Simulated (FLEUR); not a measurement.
The system is Fe.

```
CELL_PARAMETERS angstrom
2.43416 0.00000 0.00000
-1.21708 2.10804 0.00000
0.00000 0.00000 3.84193
ATOMIC_POSITIONS crystal
Fe 0.66667 0.33333 0.75000
Fe 0.33333 0.66667 0.25000
```

This isn't the form of Fe at room conditions, which is bcc.

Base run:

```yaml
Program: FLEUR MaX-R8.1 (later development tree)
Functional: PBEsol
Potentials_or_basis: all-electron
Basis: FLAPW
Kmax: 4.76 1/bohr
k_mesh: 10 × 10 × 6
Occupations: fermi-dirac, width 0.05 eV
Spin: collinear spin, ferromagnetic start
Starting_moments: "[3.0, 3.0] μB"
Hubbard_terms: Fe d U = 8 eV
```

Its results: band gap on the k mesh none (metal or under the smearing width); net moment 6.17 μB per cell; site moments Fe +3.15 μB.

The run is repeated on the same cell with these changes: hubbard terms from Fe d U = 8 eV to Fe d U = 5 eV. What comes out?

Band gap on the k mesh none (metal or under the smearing width); net moment 5.63 μB per cell; site moments Fe +2.90 μB.

Caveats: the U is typed as a test and isn't derived for this compound.

Not every run made on this cell is shown here.
